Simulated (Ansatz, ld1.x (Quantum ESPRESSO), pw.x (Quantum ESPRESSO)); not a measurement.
Equation-of-state test of one TM potential (indium (In))

ld1.x (Quantum ESPRESSO) 7.5 input, shortened:

```
&input
   title='In', zed=49., rel=1, dft='PBE', iswitch=3,
   config='[Kr] 4d10 5s1 5p2'
 /
 &inputp
   pseudotype=2, tm=.true., lloc=1,
   nlcc=.false.
 /
2
5S  1  0   1.00   0.00  2.20  2.20  0.0
5P  2  1   2.00   0.00  2.70  2.70  0.0
 &test
   configts(1)='5s1 5p2'
 /
```

Atomic tests: cutoffs needed: 10 Ry and 25 Ry (the cutoffs (Ry, on a coarse ladder) from which the occupation-weighted sum of valence levels, in a spherical-Bessel basis at the reference potential, stays within 10 and 1 mRy of its value at 400 Ry); ghost test: no extra level below or beside the all-electron valence levels (s, p, d, f tested) (spherical-Bessel basis up to 400 Ry, 20 bohr box); largest excitation error: +106 meV (all-electron minus pseudo) for 5s1 5p0, out of 7 test configurations.

Crystal test: fcc In in pw.x 7.5, no spin, 12³ k-points, Fermi–Dirac smearing 0.01 Ry, cutoffs 35/140 Ry. The reference is all-electron LAPW (Ansatz 0.2.0) with the same functional, mesh and smearing; V0 and B0 come from Birch–Murnaghan fits to the pressures at five volumes. Errors are pseudo minus all-electron; Δ is the rms difference of the E(V) curves that follow from these fits, minima aligned, over ±6 % about the mean V0. Mesh and smearing are coarse, so the numbers serve the comparison and aren't converged zero-temperature values; the lattice is a test structure that the element need not adopt.

```csv
V (Å³/atom),P all-electron (GPa),P pseudo (GPa)
26.366,1.64,-6.88
27.060,0.58,-7.15
27.754,-0.32,-7.36
28.448,-1.08,-7.51
29.142,-1.74,-7.62
```

All-electron: a0 = 4.791 Å (V0 = 27.50 Å³/atom), B0 = 34.9 GPa.

Pseudopotential: mean pressure error (GPa): -7.12. The pressure does not cross zero within the volumes sampled, so no fit is given. This is a poor potential for the solid.

Q: At the middle volume, how do free energy and pressure move when the wave cutoff is lowered (ecutrho kept at four times it)?

A:

```
cutoff (Ry)  shift of F (meV/atom)  shift of P (GPa)
         16                 +101.0             -0.82
         21                  +33.4             -0.80
         28                   +1.1             -0.05
```

The run at the middle volume (72 k-points, 6 iterations) took about 3.2 s on one core of a shared host (Neoverse-V1, 32 threads, 247 GiB, load 25).
